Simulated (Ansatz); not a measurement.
The system is NiO.

```
Ni O
1.0
     0.00000    2.08590    2.08590
     2.08590    0.00000    2.08590
     2.08590    2.08590    0.00000
Ni O
1 1
Cartesian
  0.0000 0.0000 0.0000
  2.0859 2.0859 2.0859
```

Base run:

```yaml
Program: Ansatz 0.2.0
Functional: BLYP
Potentials_or_basis: Ansatz PAW
Cutoff: 420 eV
Density_cutoff: 1680 eV
k_mesh: 11 × 11 × 11
Occupations: fermi-dirac, width 0.05 eV
Spin: collinear spin, ferromagnetic start
Starting_moments: "[1.0, 0.0] μB"
```

Its results: band gap on the k mesh none (metal or under the smearing width); pressure 13.6 GPa; net moment 1.67 μB per cell; site moments Ni +1.35; O +0.27 μB.

Q: The run is repeated on the same cell with these changes: functional from BLYP to BPBE. What comes out?

A: Band gap on the k mesh none (metal or under the smearing width); pressure 5.4 GPa; net moment 1.75 μB per cell; site moments Ni +1.41; O +0.28 μB.

Caveats: the potentials were made for another functional, which shifts forces and pressure; a cell with one magnetic atom can't hold antiferromagnetic order, which such compounds often take; semilocal functionals often make such compounds metallic where correlation or magnetic order opens a gap, which also shifts bond lengths; the PAW data sets come from PBE, with cores solved anew for the run's functional, which leaves a small shift of forces and pressure.

Not every run made on this cell is shown here.
